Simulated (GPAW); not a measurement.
Al2Cu (Khatyrkite):

```
Cu Al
1.0
    -3.03350    3.03350    2.43850
     3.03350   -3.03350    2.43850
     3.03350    3.03350   -2.43850
Cu Al
2 4
Direct
  0.25000 0.25000 0.00000
  0.75000 0.75000 0.00000
  0.34190 0.15810 0.50000
  0.84190 0.34190 0.18380
  0.65810 0.84190 0.50000
  0.15810 0.65810 0.81620
```

| Property | Result |
| --- | --- |
| Program | GPAW 26.7.0 |
| Task | relaxation of cell and atoms |
| Functional | PBEsol |
| Dispersion | D3(BJ)+ATM |
| Potentials or basis | PAW data sets generated in the run's folder for this functional |
| Cutoff | 600 eV |
| Basis | pw |
| k mesh | 5 × 5 × 5 |
| Occupations | fermi-dirac, width 0.05 eV |
| Spin | no spin polarisation |

At the start: pressure -6.5 GPa; volume 14.96 Å³/atom.

Problem. How do energy, volume and symmetry change on relaxing?

Solution. Over 10 steps the energy falls by 23.8 meV/atom and the volume is 14.02 Å³/atom (-6.3 %); space group I4/mcm (No. 140, to 0.05 Å).

Step by step:
```csv
step,energy change (eV),largest force (eV/Å),pressure (GPa),volume (Å³)
1,0.0000,0.0995,-6.50,89.76
2,-0.0173,0.0869,-6.11,89.37
3,-0.1334,0.1431,0.86,83.74
4,-0.1358,0.0991,-0.07,84.37
5,-0.1368,0.0833,-0.12,84.40
6,-0.1411,0.0259,0.04,84.24
7,-0.1415,0.0270,0.17,84.15
8,-0.1420,0.0217,0.31,84.05
9,-0.1425,0.0134,0.33,84.04
10,-0.1430,0.0028,0.20,84.15
```

Final structure:
```
CELL_PARAMETERS angstrom
-2.99279 2.99279 2.34867
2.99279 -2.99279 2.34867
2.99279 2.99279 -2.34867
ATOMIC_POSITIONS crystal
Cu 0.25000 0.25000 0.00000
Cu 0.75000 0.75000 0.00000
Al 0.34169 0.15831 0.50000
Al 0.84169 0.34169 0.18339
Al 0.65831 0.84169 0.50000
Al 0.15831 0.65831 0.81661
```

Caveat: with this Cu data set, volumes or pressures lay over 1.5 % or 2 GPa off other programs in two to four cells of ten; later steps reuse the first step's grids; pairwise dispersion overbinds metals, which lowers pressure and volume.
